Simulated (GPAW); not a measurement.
# CuO (P1) in GPAW: single point with PBE

Aim: the single point of CuO with PBE.

Program: GPAW 26.7.0. These are calculated values, not measurements. Logs are shortened: lines on timing, memory, paths and dates and some standing lists are left out, and cuts for length are marked. The log counts tension as positive stress, the text compression.

## Step 1: The cell of the first run

The typed cell holds 4 atoms: a = 2.883 Å, b = 2.899 Å, c = 5.178 Å, α = 95.58°, β = 94.58°, γ = 73.84°.

## Step 2: Single point, PBE

run.py reads:

```python
from ase import Atoms
from ase.dft.bandgap import bandgap
from ase.io import write
from ase.units import GPa
from gpaw import GPAW, PW

atoms = Atoms(['Cu', 'Cu', 'O', 'O'],
              cell=[[2.30557528, -1.72961264, 0.07280659],
                    [2.31575566, 1.7435441, 0.04814864],
                    [-0.70809278, -0.03896755, 5.12906913]],
              scaled_positions=[[0.01425322, 0.47964541, 0.06043223],
                                [0.47087971, 0.15406821, 0.47412017],
                                [0.56926815, 0.29603286, 0.26394272],
                                [0.44559892, 0.57025351, 0.70150487]],
              pbc=True)

calc = GPAW(mode=PW(650),
            xc='PBE',
            kpts={'size': (8, 8, 4), 'gamma': True},
            occupations={'name': 'fermi-dirac', 'width': 0.05},
            nbands=33,
            maxiter=120,
            txt='gpaw.txt')
atoms.calc = calc
energy = atoms.get_potential_energy()
forces = atoms.get_forces()
stress = atoms.get_stress()
calc.write('gs.gpw')
write('result.traj', atoms)
print(f'Energy: {energy:.6f} eV')
print('Forces (eV/A):')
print(forces.round(4))
print('Stress (GPa):', (stress / GPa).round(3))
print('Fermi level:', round(calc.get_fermi_level(), 4), 'eV')
print(f'Gap: {bandgap(calc)[0]:.4f} eV, direct: {bandgap(calc, direct=True)[0]:.4f} eV')
```

Potentials or basis: GPAW PAW data sets (gpaw-data 1.2.1), pw.

Run with:

```console
> OMP_NUM_THREADS=1 python run.py
```

gpaw.txt:

```text
__  _  _
 | _ |_)|_||  |
 |__||  | ||/\| - 26.7.0

Input parameters:
  mode=PW(ecut=650.0),
  kpts=MonkhorstPack(size=(8, 8, 4), gamma=True),
  maxiter=120,
  nbands=33,
  occupations=Occupations(name='fermi-dirac', width=0.05),
  xc=XC(name='PBE')

Diagonalizing LCAO Hamiltonian
Converting LCAO to pw mode

         O

       Cu
         O
        Cu

Atoms  # Å, Bohr magnetons
|   | symbol |        x |         y |        z |    initial magnetic moments |
|---|--------|----------|-----------|----------|-----------------------------|
| 0 |     Cu | 1.100812 |  0.809275 | 0.334093 | ( 0.0000,  0.0000,  0.0000) |
| 1 |     Cu | 1.106712 | -0.564290 | 2.473496 | ( 0.0000,  0.0000,  0.0000) |
| 2 |      O | 1.811134 | -0.478752 | 1.409481 | ( 0.0000,  0.0000,  0.0000) |
| 3 |      O | 1.851199 |  0.196213 | 3.657966 | ( 0.0000,  0.0000,  0.0000) |

Unit cell  # Å
| periodic |         x |         y |        z |  lengths |    angles |
|----------|-----------|-----------|----------|----------|-----------|
|      yes |  2.305575 | -1.729613 | 0.072807 | 2.883147 | 95.584295 |
|      yes |  2.315756 |  1.743544 | 0.048149 | 2.899136 | 94.578744 |
|      yes | -0.708093 | -0.038968 | 5.129069 | 5.177863 | 73.835590 |

Number of symmetries: 1
Symmetry operations  # r_c * U_cc + t_c -> r_c
|   | kind |            matrix            |
|---|------|------------------------------|
| 0 |  E   |  1, 0, 0,  0, 1, 0,  0, 0, 1 |

BZ-sampling:
  Number of BZ points: 256
  Number of IBZ points: 132

  Monkhorst-Pack size: [8, 8, 4]
  Monkhorst-Pack shift: [0.0625, 0.0625, 0.125]

K-points  # in reciprocal-cell coordinates
|     |                                coordinates |     weight |
|-----|--------------------------------------------|------------|
|   0 | (  0.00000000,   0.00000000,   0.00000000) | 0.00390625 |
|   1 | (  0.00000000,   0.00000000,   0.25000000) | 0.00781250 |
|   2 | (  0.00000000,   0.00000000,   0.50000000) | 0.00390625 |
|   3 | (  0.00000000,   0.12500000,  -0.25000000) | 0.00781250 |
|   4 | (  0.00000000,   0.12500000,   0.00000000) | 0.00781250 |
|   5 | (  0.00000000,   0.12500000,   0.25000000) | 0.00781250 |
|   6 | (  0.00000000,   0.12500000,   0.50000000) | 0.00781250 |
|   7 | (  0.00000000,   0.25000000,  -0.25000000) | 0.00781250 |
|   8 | (  0.00000000,   0.25000000,   0.00000000) | 0.00781250 |
|   9 | (  0.00000000,   0.25000000,   0.25000000) | 0.00781250 |
| ... |                                            |            |
| 131 | (  0.50000000,   0.50000000,   0.50000000) | 0.00390625 |

Plane wave coefficients: 1574
Cutoff: 650.0 eV

Spin-components: 1 (collinear spins)
Bands:           33
Projectors:      22
Spin-degeneracy: 2
Datatype:        complex128

Parallelization:
  kpt:    1
  domain: 1
  band:   1

Density:
  Valence electrons: 34.0
  Components: 1
  Grid points: [18 18 32]
  Charge: 0.0  # |e|

Potential:
  Grid points: [18 18 32]

species:
  Cu:
    name:    Copper
    Z:       29.0
    valence: 11
    core:    18
    charge:  0.0  # [|e|]
    compensation charges:
      type: gauss
      rc: 0.33  # [Å]
      lmax: 2
    cutoffs:
      filter: 2.06  # [Å]
      core: 2.43  # [Å]
    projectors
    | kind |    occ | energy [eV] | rcut [Å] |
    |------|--------|-------------|----------|
    |   4s |  1.000 |      -4.609 |    1.164 |
    |   4p |  0.000 |      -0.698 |    1.164 |
    |   3d | 10.000 |      -5.039 |    1.058 |
    |    s |        |      22.603 |    1.164 |
    |    p |        |      26.513 |    1.164 |
    |    d |        |      22.172 |    1.058 |

    Using partial waves for Cu as LCAO basis

  O:
    name:    Oxygen
    Z:       8.0
    valence: 6
    core:    2
    charge:  0.0  # [|e|]
    compensation charges:
      type: gauss
      rc: 0.21  # [Å]
      lmax: 2
    cutoffs:
      filter: 1.17  # [Å]
      core: 0.83  # [Å]
    projectors
    | kind |    occ | energy [eV] | rcut [Å] |
    |------|--------|-------------|----------|
    |   2s |  2.000 |     -23.961 |    0.688 |
    |   2p |  4.000 |      -9.029 |    0.598 |
    |    s |        |       3.251 |    0.688 |
    |    p |        |      18.182 |    0.598 |
    |    d |        |       0.000 |    0.619 |

    Using partial waves for O as LCAO basis

Reference energy: -94124.608285  # eV

eigensolver:
  PPCG
  Converge bands: occupied
  niter=2

density mixing:
  MSR1-Mixer
  Pratt-step length: 0.05
  Maximum mixing coefficient: 0.75
  Old densities: 10
  SVD Regularization: 0.005
  Good broyden scale: 1.0
  Trust region scale: 1.0
  Backstep threshold: 4.0
  History deletion threshold: 6.0
  Fourier metric: weight=20.0, sigma=0.015

occupation numbers:
  Fermi-Dirac:
    width: 0.0500  # eV

poisson solver:
  ecut: 5200.0  # eV

xc functional:
  name: PBE with 2 nearest neighbor stencil

convergence criteria:
- Maximum [total energy] change in last 3 cyles: 0.0005 eV / valence electron
- Maximum integral of absolute [dens]ity change: 0.0001 electrons / valence electron
- Maximum integral of absolute [eigenst]ate change: 4e-08 eV^2 / valence electron
maximum number of iterations: 120

SCF iterations
|iter     | |      energy | eigst |  dens |
|---------|-|-------------|-------|-------|
|iter:   1| |  -16.910835 | +0.32 |       |
|iter:   2| |  -14.065905 | -1.69 | -0.88 |
|iter:   3| |  -11.420138 | -1.10 | -0.96 |
|iter:   4| |   -9.984181 | -2.18 | -1.19 |
|iter:   5| |   -9.580309 | -2.15 | -1.38 |
|iter:   6| |   -9.482429 | -2.61 | -1.59 |
|iter:   7| |   -9.409182 | -2.64 | -1.74 |
|iter:   8| |   -9.381177 | -3.72 | -1.98 |
|iter:   9| |   -9.380541 | -4.37 | -2.57 |
|iter:  10| |   -9.379932c| -5.13 | -2.88 |
|iter:  11| |   -9.380005c| -5.37 | -3.21 |
|iter:  12| |   -9.380027c| -6.63 | -3.87 |
|iter:  13| |   -9.380023c| -7.46c| -4.34c|

Converged in 13 steps
Energy contributions relative to reference atoms: (reference = -94124.608285)

Energy contributions:
  Kinetic:          84.230772
  Coulomb:         -71.301281
  Zero:              0.631097
  External:          0.000000
  Xc:              -22.929924
  Entropy:          -0.021376
  Spinorbit:         0.000000
  ----------------------------
  Free energy:      -9.390711
  Extrapolated:     -9.380023

dipole moment: (-6.844033, 1.348576, -7.511829)  # |e|*Ang

Fermi level: 6.836
Eigenvalues  # (at kpt = [0.000, 0.000, 0.000])
| band index |      eig [eV] | occ [0-2] |
|------------|---------------|-----------|
|          0 |       -15.877 |     2.000 |
|        ... |               |           |
|          8 |         2.692 |     2.000 |
|          9 |         3.176 |     2.000 |
|         10 |         4.184 |     2.000 |
|         11 |         4.392 |     2.000 |
|         12 |         4.532 |     2.000 |
|         13 |         4.805 |     2.000 |
[... 8 lines left out ...]
|         22 |        21.601 |     0.000 |
|         23 |        22.748 |     0.000 |
|        ... |               |           |
|         32 |        30.379 |     0.000 |

No gap
No difference between direct/indirect transitions

Forces  # eV/Ang
|         x |        y |         z |
|-----------|----------|-----------|
|   0.09818 |  1.36570 |  -3.71261 |  # Cu   0
| -28.51731 | -7.57610 |  34.02502 |  # Cu   1
|  24.69193 |  2.39238 | -36.96087 |  # O    2
|   3.72650 |  3.81811 |   6.64787 |  # O    3

Stress tensor  # eV/Ang^3
|         x |         y |         z |
|-----------|-----------|-----------|
| -0.575536 | -0.068345 |  0.522151 |
| -0.068345 | -0.174831 | -0.007299 |
|  0.522151 | -0.007299 | -1.173750 |

# Writing to gs.gpw (mode='')
```

Wall time 3.2 min (1 thread of Arm Neoverse V1, shared host); peak memory 0.29 GiB.

Results:

| Quantity | Value |
| --- | --- |
| Free energy | -9.3907 eV |
| Pressure | 102.8 GPa |
| Largest force | 45.037 eV/Å |
| Band gap on the k mesh | none (metal or under the smearing width) |

Forces in eV/Å, atoms in the order of the input:
```
Cu    0.098   1.366  -3.713
Cu  -28.517  -7.576  34.025
O    24.692   2.392 -36.961
O     3.727   3.818   6.648
```

Caveat: with this Cu data set, volumes or pressures lay over 1.5 % or 2 GPa off other programs in two to four cells of ten; the cutoff is short for stress and forces, so pressures can be off by a GPa or more; the cell as given lies far from equilibrium; so large a pressure means that the cell lies far from this level's equilibrium, or that cutoff or potentials fall short; the run has no spin polarisation, though such a crystal can be magnetic; semilocal functionals often make such compounds metallic where correlation or magnetic order opens a gap, which also shifts bond lengths.
